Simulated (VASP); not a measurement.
# InP (F-43m) in VASP: further runs

InP is run at these levels: PBEsol; tasks: single point, relaxation of cell and atoms.

All numbers are computed with VASP 6.6.1; they aren't measurements. Logs are shortened: lines on timing, memory, paths and dates and some standing lists are left out, and cuts for length are marked.

**The experiment to reproduce.**

From a printed reference work, data compilation, for a bulk crystal of InP at 1.6 K: band gap 1.4236 eV (direct).

The runs below are set against these values where they give the same quantity.

### 1 The cell of the first run

The structure is cubic, space group F-43m (No. 216). The conventional cell has a = 5.878 Å, b = 5.878 Å, c = 5.878 Å, α = 90.00°, β = 90.00°, γ = 90.00°. In (site symmetry -43m) has 4 P at 2.55 Å within 3.4 Å. P (site symmetry -43m) has 4 In at 2.55 Å within 3.4 Å.

### 2 Single point, PBEsol

Input file INCAR:

```
  ALGO = Normal
  EDIFF = 1E-7
  ENCUT = 520
  GGA = PS
  ISIF = 2
  ISMEAR = 0
  LASPH = True
  LCHARG = True
  LELF = True
  LREAL = False
  LVHAR = True
  LWAVE = False
  NBANDS = 16
  NELM = 80
  PREC = Accurate
  SIGMA = 0.01
```

Input file KPOINTS:

```
k-points
0
Gamma
  10 10 10
```

Input file POSCAR:

```
InP
1.0
    0.0000000000      2.9391977088      2.9391977088
    2.9391977088      0.0000000000      2.9391977088
    2.9391977088      2.9391977088      0.0000000000
In P
1 1
Direct
    0.0000000000      0.0000000000      0.0000000000
    0.2500000000      0.2500000000      0.2500000000
```

Potentials or basis: VASP PAW PBE potentials, release 64 (In_d, P).

Command:

```console
$ cat potpaw_PBE.64/In_d/POTCAR potpaw_PBE.64/P/POTCAR > POTCAR
$ mpirun -np 1 vasp_std > vasp.out
```

OUTCAR:

```text
EDIFF = 1E-7
   ENCUT = 520
   GGA = PS
   ISIF = 2
   ISMEAR = 0
   LASPH = True
   LREAL = False
   NELM = 80
   PREC = Accurate

 ion  position               nearest neighbor table
   1  0.000  0.000  0.000-   2 2.55   2 2.55   2 2.55   2 2.55
   2  0.250  0.250  0.250-   1 2.55   1 2.55   1 2.55   1 2.55

  LATTYP: Found a face centered cubic cell.
 ALAT       =     5.8783954176

  Lattice vectors:

 A1 = (   0.0000000000,   2.9391977088,   2.9391977088)
 A2 = (   2.9391977088,   0.0000000000,   2.9391977088)
 A3 = (   2.9391977088,   2.9391977088,   0.0000000000)

Analysis of symmetry for initial positions (statically):
=====================================================================
 Subroutine PRICEL returns:
 Original cell was already a primitive cell.

 Routine SETGRP: Setting up the symmetry group for a
 face centered cubic supercell.

 Subroutine GETGRP returns: Found 24 space group operations
 (whereof 24 operations were pure point group operations)
 out of a pool of 48 trial point group operations.

The static configuration has the point symmetry T_d .

Analysis of symmetry for dynamics (positions and initial velocities):
=====================================================================
 Subroutine PRICEL returns:
 Original cell was already a primitive cell.

 Routine SETGRP: Setting up the symmetry group for a
 face centered cubic supercell.

 Subroutine GETGRP returns: Found 24 space group operations
 (whereof 24 operations were pure point group operations)
 out of a pool of 48 trial point group operations.

The dynamic configuration has the point symmetry T_d .

 Subroutine INISYM returns: Found 24 space group operations
 (whereof 24 operations are pure point group operations),
 and found     1 'primitive' translations

----------------------------------------------------------------------------------------

                                     Primitive cell

  volume of cell :      50.7828

  direct lattice vectors                    reciprocal lattice vectors
     0.000000000  2.939197709  2.939197709    -0.170114449  0.170114449  0.170114449
     2.939197709  0.000000000  2.939197709     0.170114449 -0.170114449  0.170114449
     2.939197709  2.939197709  0.000000000     0.170114449  0.170114449 -0.170114449

  length of vectors
     4.156653262  4.156653262  4.156653262     0.294646870  0.294646870  0.294646870

  position of ions in fractional coordinates (direct lattice)
     0.000000000  0.000000000  0.000000000
     0.250000000  0.250000000  0.250000000

  ion indices of the primitive-cell ions
   primitive index   ion index
                 1           1
                 2           2

----------------------------------------------------------------------------------------

 KPOINTS: k-points

Automatic generation of k-mesh.
 Grid dimensions read from file:
 generate k-points for:   10   10   10

 Generating k-lattice:

  Cartesian coordinates                     Fractional coordinates (reciprocal lattice)
    -0.017011445  0.017011445  0.017011445     0.100000000  0.000000000  0.000000000
     0.017011445 -0.017011445  0.017011445     0.000000000  0.100000000  0.000000000
     0.017011445  0.017011445 -0.017011445     0.000000000  0.000000000  0.100000000

  Length of vectors
     0.029464687  0.029464687  0.029464687

  Shift w.r.t. Gamma in fractional coordinates (k-lattice)
     0.000000000  0.000000000  0.000000000

 Subroutine IBZKPT returns following result:
 ===========================================

 Found     47 irreducible k-points:

 Following reciprocal coordinates:
            Coordinates               Weight
  0.000000  0.000000  0.000000      1.000000
  0.100000  0.000000  0.000000      8.000000
  0.200000  0.000000  0.000000      8.000000
  0.300000  0.000000  0.000000      8.000000
  0.400000  0.000000  0.000000      8.000000
  0.500000  0.000000  0.000000      4.000000
[... 16 lines left out ...]
  0.300000  0.300000  0.000000      6.000000
  0.400000  0.300000  0.000000     24.000000
 [... further k-points ...]
   k-points           NKPTS =     47   k-points in BZ     NKDIM =     47   number of bands    NBANDS=     16
   number of dos      NEDOS =    301   number of ions     NIONS =      2
   total plane-waves  NPLWV =  32768
   dimension x,y,z NGX =    32 NGY =   32 NGZ =   32
   dimension x,y,z NGXF=    64 NGYF=   64 NGZF=   64
   ions per type =               1   1
   NGX,Y,Z   is equivalent  to a cutoff of  12.80, 12.80, 12.80 a.u.
   NGXF,Y,Z  is equivalent  to a cutoff of  25.60, 25.60, 25.60 a.u.
 SYSTEM =  unknown system
   PREC   = accura    normal or accurate (medium, high low for compatibility)
   ISTART =      0    job   : 0-new  1-cont  2-samecut
   ICHARG =      2    charge: 1-file 2-atom 10-const
   ISPIN  =      1    spin polarized calculation?
   LNONCOLLINEAR =      F non collinear calculations
   LSORBIT =      F    spin-orbit coupling
   LASPH  =      T    aspherical Exc in radial PAW
   ENCUT  =  520.0 eV  38.22 Ry    6.18 a.u.   7.73  7.73  7.73*2*pi/ulx,y,z
   NELM   =     80;   NELMIN=  2; NELMDL= -5     # of ELM steps
   EDIFF  = 0.1E-06   stopping-criterion for ELM
   LREAL  =      F    real-space projection
   EDIFFG = 0.1E-05   stopping-criterion for IOM
   NSW    =      0    number of steps for IOM
   IBRION =     -1    ionic relax: 0-MD 1-quasi-New 2-CG
   NFREE  =      0    steps in history (QN), initial steepest desc. (CG)
   ISIF   =      2    stress and relaxation
   ISYM   =      2    0-nonsym 1-usesym 2-fastsym
   POTIM  = 0.5000    time-step for ionic-motion
   TEBEG  =    0.0;   TEEND  =   0.0 temperature during run
   PSTRESS=    0.0 pullay stress
   NELECT =      18.0000    total number of electrons
   NUPDOWN=      -1.0000    fix difference up-down
   EMIN   =  10.00;   EMAX   =-10.00  energy-range for DOS
   EFERMI =   0.00;   METHOD = LEGACY
   ISMEAR =     0;   SIGMA  =   0.01  broadening in eV -4-tet -1-fermi 0-gaus
   EFERMI_NEDOS =   21; number of points for ismear=-14 and -15
   IALGO  =     38    algorithm
   IMIX   =      4    mixing-type and parameters
     AMIX     =   0.40;   BMIX     =  1.00
     AMIX_MAG =   1.60;   BMIX_MAG =  1.00
  volume/ion in A,a.u.               =      25.39       171.35
  Fermi-wavevector in a.u.,A,eV,Ry     =   1.158582  2.189403 18.263274  1.342313
  Thomas-Fermi vector in A             =   2.295183
   LORBIT       =      0    0 simple, 1 ext, 2 COOP (PROOUT), +10 PAW based schemes
   GGA     = PS    functional components
   LHFCALC =     F    Hartree Fock is set to
   AEXX    =    0.0000 exact exchange contribution
   IVDW    =     0    specifies the selected vdW correction
   LEPSILON=     F    determine dielectric tensor
   LRPA    =     F    only Hartree local field effects (RPA)
 non-spin polarized calculation
 Gauss-broadening in eV      SIGMA  =   0.01
  energy-cutoff  :      520.00
  volume of cell :       50.78
 maximum number of plane-waves:      1387
   NGX = 15   NGY = 15   NGZ = 15

 number of electron      18.0000007 magnetization

 Free energy of the ion-electron system (eV)
  ---------------------------------------------------
  ext. energy  EPLUGINS =         0.00000000
  ---------------------------------------------------
  free energy    TOTEN  =        -9.15672440 eV

  energy without entropy =       -9.15672440  energy(sigma->0) =       -9.15672440

 E-fermi :   5.0992     XC(G=0):  -9.4402

 val. band max:        4.9939748008   @ k =   0.0000   0.0000   0.0000
 cond. band min:       5.5614443940   @ k =   0.0000   0.0000   0.0000
 fundamental gap:      0.5674695932
 Fermi energy:         5.0992200220

 k-point     1 :       0.0000    0.0000    0.0000
  band No.  band energies     occupation
      1      -9.1361      2.00000
      2      -9.1361      2.00000
      3      -9.1361      2.00000
      4      -8.9858      2.00000
      5      -8.9858      2.00000
      6      -6.4930      2.00000
[... 8 lines left out ...]
     15      14.4098      0.00000
     16      14.4098      0.00000

 k-point     2 :       0.1000    0.0000    0.0000
  band No.  band energies     occupation
      1      -9.1484      2.00000
      2      -9.1313      2.00000
      3      -9.1313      2.00000
      4      -8.9859      2.00000
      5      -8.9859      2.00000
      6      -6.3786      2.00000
[... 8 lines left out ...]
     15      13.8953      0.00000
     16      13.8953      0.00000

 k-point     3 :       0.2000    0.0000    0.0000
  band No.  band energies     occupation
      1      -9.1794      2.00000
      2      -9.1195      2.00000
      3      -9.1195      2.00000
      4      -8.9848      2.00000
      5      -8.9848      2.00000
      6      -6.0498      2.00000
[... 8 lines left out ...]
     15      13.4662      0.00000
     16      14.1544      0.00000

 k-point     4 :       0.3000    0.0000    0.0000
  band No.  band energies     occupation
      1      -9.2155      2.00000
      2      -9.1074      2.00000
      3      -9.1074      2.00000
      4      -8.9810      2.00000
      5      -8.9810      2.00000
      6      -5.5572      2.00000
[... 8 lines left out ...]
     15      13.7550      0.00000
     16      13.7550      0.00000

 k-point     5 :       0.4000    0.0000    0.0000
  band No.  band energies     occupation
      1      -9.2435      2.00000
      2      -9.1000      2.00000
      3      -9.1000      2.00000
      4      -8.9753      2.00000
      5      -8.9753      2.00000
      6      -5.0311      2.00000
[... 8 lines left out ...]
     15      14.7236      0.00000
     16      14.7236      0.00000

 k-point     6 :       0.5000    0.0000    0.0000
  band No.  band energies     occupation
      1      -9.2539      2.00000
      2      -9.0978      2.00000
      3      -9.0978      2.00000
      4      -8.9726      2.00000
      5      -8.9726      2.00000
      6      -4.7721      2.00000
[... 8 lines left out ...]
     15      15.5827      0.00000
     16      15.5827      0.00000

 k-point     7 :       0.1000    0.1000    0.0000
  band No.  band energies     occupation
      1      -9.1576      2.00000
      2      -9.1267      2.00000
      3      -9.1267      2.00000
      4      -8.9897      2.00000
      5      -8.9826      2.00000
      6      -6.3408      2.00000
[... 8 lines left out ...]
     15      14.1313      0.00000
     16      14.5017      0.00000

 k-point     8 :       0.2000    0.1000    0.0000
  band No.  band energies     occupation
      1      -9.1832      2.00000
      2      -9.1169      2.00000
      3      -9.1147      2.00000
      4      -8.9928      2.00000
      5      -8.9792      2.00000
      6      -6.0838      2.00000
[... 8 lines left out ...]
     15      14.2781      0.00000
     16      14.9118      0.00000

 k-point     9 :       0.3000    0.1000    0.0000
  band No.  band energies     occupation
      1      -9.2145      2.00000
      2      -9.1066      2.00000
      3      -9.1018      2.00000
      4      -8.9925      2.00000
      5      -8.9752      2.00000
      6      -5.6432      2.00000
[... 8 lines left out ...]
     15      14.3695      0.00000
     16      14.6306      0.00000
[... 172 lines left out ...]
 k-point    19 :       0.5000    0.2000    0.0000
  band No.  band energies     occupation
      1      -9.2666      2.00000
      2      -9.0848      2.00000
      3      -9.0732      2.00000
      4      -8.9963      2.00000
      5      -8.9678      2.00000
      6      -4.6042      2.00000
[... 8 lines left out ...]
     15      15.6669      0.00000
     16      16.2293      0.00000

 k-point    20 :      -0.4000    0.2000    0.0000
  band No.  band energies     occupation
      1      -9.2636      2.00000
      2      -9.0878      2.00000
      3      -9.0759      2.00000
      4      -8.9869      2.00000
      5      -8.9758      2.00000
      6      -4.5294      2.00000
[... 8 lines left out ...]
     15      14.4007      0.00000
     16      15.9957      0.00000

 k-point    21 :      -0.3000    0.2000    0.0000
  band No.  band energies     occupation
      1      -9.2487      2.00000
      2      -9.0918      2.00000
      3      -9.0849      2.00000
      4      -8.9856      2.00000
      5      -8.9801      2.00000
      6      -4.8914      2.00000
[... 8 lines left out ...]
     15      15.1268      0.00000
     16      16.3187      0.00000

 k-point    22 :      -0.2000    0.2000    0.0000
  band No.  band energies     occupation
      1      -9.2257      2.00000
      2      -9.0993      2.00000
      3      -9.0979      2.00000
      4      -8.9906      2.00000
      5      -8.9777      2.00000
      6      -5.3906      2.00000
[... 8 lines left out ...]
     15      15.1449      0.00000
     16      16.1538      0.00000

 k-point    23 :       0.3000    0.3000    0.0000
  band No.  band energies     occupation
      1      -9.2640      2.00000
      2      -9.0697      2.00000
      3      -9.0697      2.00000
      4      -9.0173      2.00000
      5      -8.9632      2.00000
      6      -5.2458      2.00000
[... 8 lines left out ...]
     15      15.1612      0.00000
     16      17.6991      0.00000

 k-point    24 :       0.4000    0.3000    0.0000
  band No.  band energies     occupation
      1      -9.2832      2.00000
      2      -9.0607      2.00000
      3      -9.0574      2.00000
      4      -9.0208      2.00000
      5      -8.9596      2.00000
      6      -4.8272      2.00000
[... 8 lines left out ...]
     15      15.5819      0.00000
     16      17.5799      0.00000

 [... further k-points ...]

------------------------ aborting loop because EDIFF is reached ----------------------------------------

  FORCE on cell =-STRESS in cart. coord.  units (eV):
  Direction    XX          YY          ZZ          XY          YZ          ZX
  --------------------------------------------------------------------------------------
  -------------------------------------------------------------------------------------
  Total       -0.0055764     -0.0055764     -0.0055764      0.0000000      0.0000000     -0.0000000
  in kB       -0.1759346     -0.1759346     -0.1759346      0.0000000      0.0000000     -0.0000000
  external PRESSURE =      -0.1759346 kB  Pullay stress =       0.0000000 kB

 VOLUME and BASIS-vectors are now :
 -----------------------------------------------------------------------------
  energy-cutoff  :      520.00
  volume of cell :       50.78
      direct lattice vectors                 reciprocal lattice vectors
     0.000000000  2.939197709  2.939197709    -0.170114449  0.170114449  0.170114449
     2.939197709  0.000000000  2.939197709     0.170114449 -0.170114449  0.170114449
     2.939197709  2.939197709  0.000000000     0.170114449  0.170114449 -0.170114449

 POSITION                                       TOTAL-FORCE (eV/Angst)
 -----------------------------------------------------------------------------------
      0.00000      0.00000      0.00000         0.000000      0.000000     -0.000000
      1.46960      1.46960      1.46960        -0.000000     -0.000000      0.000000
 -----------------------------------------------------------------------------------
    total drift:                               -0.000000     -0.000000     -0.000000

  FREE ENERGIE OF THE ION-ELECTRON SYSTEM (eV)
  ---------------------------------------------------
  free  energy   TOTEN  =        -9.1567243953 eV

  energy  without entropy=       -9.1567243953  energy(sigma->0) =       -9.15672440
```

It took 53 s on 1 thread of AMD EPYC 7R13, shared host; peak memory 0.17 GiB.

What came out:

| Item | Value |
| --- | --- |
| Free energy | -9.1567 eV |
| Pressure | 0.0 GPa |
| Band gap on the k mesh | 0.57 eV, direct |

Levels at points of the mesh, in eV from the valence-band top:
```csv
k point,band 6,band 7,band 8,band 9,band 10,band 11,band 12,band 13
"(0.00, 0.00, 0.00)",-11.49,0.00,0.00,0.00,0.57,4.02,4.02,4.02
"(0.50, 0.00, 0.00)",-9.77,-5.75,-0.97,-0.97,1.38,4.74,4.74,6.93
"(0.50, 0.50, 0.00)",-9.11,-5.78,-2.32,-2.32,1.65,2.17,9.04,9.47
```

Caveat: the PAW data sets were made with another functional, which shifts forces and pressure a little; spin-orbit coupling is left out, which moves the levels of the heavy elements.

### 3 Relaxation of cell and atoms, PBEsol

This run uses another cell than the first one, of 25.17 Å³/atom, 0.991 times its volume.

Input file INCAR:

```
SYSTEM = InP
ALGO = Normal
EDIFF = 1E-6
EDIFFG = -0.001
ENCUT = 600
GGA = PS
IBRION = 2
ISIF = 3
ISMEAR = 0
LASPH = .TRUE.
LCHARG = .FALSE.
LREAL = .FALSE.
LWAVE = .FALSE.
NELM = 60
NSW = 80
PREC = Accurate
SIGMA = 0.01
```

Input file KPOINTS:

```
k-points
0
G
  10 10 10
  0 0 0
```

Input file POSCAR:

```
InP
1.0
    0.0000000000      2.9305000000      2.9305000000
    2.9305000000      0.0000000000      2.9305000000
    2.9305000000      2.9305000000      0.0000000000
In P
1 1
Direct
    0.0000000000      0.0000000000      0.0000000000
    0.2500000000      0.2500000000      0.2500000000
```

Potentials or basis: VASP PAW PBE potentials, release 64 (In_d, P).

Command:

```console
$ cat potpaw_PBE.64/In_d/POTCAR potpaw_PBE.64/P/POTCAR > POTCAR
$ mpirun -np 1 vasp_std > vasp.out
```

Wall time 5.1 min (1 thread of AMD EPYC 7R13, shared host); peak memory 0.21 GiB.

It converged, with:

```yaml
Free_energy: -9.1570 eV
Relaxed_volume: 25.40 Å³/atom
Relaxed_cell: a = 4.157 Å, b = 4.157 Å, c = 4.157 Å, α = 60.00°, β = 60.00°, γ = 60.00°
Space_group_after_relaxing_to_0.05_Å: F-43m (No. 216)
Energy_gained_by_relaxing: 0.4 meV/atom
Ionic_steps: 18
Pressure_after_relaxing: 0.0 GPa
Band_gap_on_the_k_mesh: 0.57 eV, direct
```

The path:
```tsv
step	energy change (eV)	largest force (eV/Å)	pressure (GPa)	volume (Å³)
1	0.0000	0.0000	0.62	50.33
2	-0.0006	0.0000	-0.31	51.05
3	-0.0009	0.0000	-0.01	50.80
4	-0.0009	0.0000	0.02	50.79
5	-0.0009	0.0000	0.02	50.79
6	-0.0009	0.0000	0.02	50.79
7	-0.0009	0.0000	0.01	50.79
8	-0.0009	0.0000	0.01	50.79
9	-0.0009	0.0000	0.01	50.79
10	-0.0009	0.0000	0.01	50.79
11	-0.0009	0.0000	0.01	50.79
12	-0.0009	0.0000	0.01	50.79
13	-0.0009	0.0000	0.02	50.79
14	-0.0009	0.0000	0.02	50.80
15	-0.0009	0.0000	-0.01	50.80
16	-0.0009	0.0000	-0.01	50.80
17	-0.0009	0.0000	-0.01	50.80
18	-0.0009	0.0000	0.00	50.80
```

Final structure:
```cif
data_structure
_symmetry_space_group_name_H-M 'P 1'
_symmetry_Int_Tables_number 1
_cell_length_a 4.1570
_cell_length_b 4.1570
_cell_length_c 4.1570
_cell_angle_alpha 60.000
_cell_angle_beta 60.000
_cell_angle_gamma 60.000
_cell_volume 50.80
loop_
_atom_site_label
_atom_site_type_symbol
_atom_site_fract_x
_atom_site_fract_y
_atom_site_fract_z
_atom_site_occupancy
In1 In 0.00000 0.00000 0.00000 1
P1 P 0.25000 0.25000 0.25000 1
```

Levels at points of the mesh, in eV from the valence-band top:
| k point | band 5 | band 6 | band 7 | band 8 | band 9 | band 10 | band 11 | band 12 | band 13 |
| --- | --- | --- | --- | --- | --- | --- | --- | --- | --- |
| (0.00, 0.00, 0.00) | -13.98 | -11.48 | 0.00 | 0.00 | 0.00 | 0.57 | 4.02 | 4.02 | 4.02 |
| (0.50, 0.00, 0.00) | -13.97 | -9.77 | -5.75 | -0.97 | -0.97 | 1.38 | 4.74 | 4.74 | 6.93 |
| (0.50, 0.50, 0.00) | -13.94 | -9.11 | -5.78 | -2.32 | -2.32 | 1.65 | 2.17 | 9.04 | 9.47 |

Caveat: the PAW data sets were made with another functional, which shifts forces and pressure a little; spin-orbit coupling is left out, which moves the levels of the heavy elements. PBEsol gaps usually lie below the measured ones, often by a third to a half.

### 4 Against experiment

Step 2. Measured gap of InP: 1.4236 eV (direct; 1.6 K; a printed reference work, data compilation). This calculation gives 0.57 eV (-0.86 eV). Spin-orbit coupling on In is left out. The value is that of PBEsol, without temperature or zero-point motion. Semilocal functionals fall short of measured gaps as a rule.
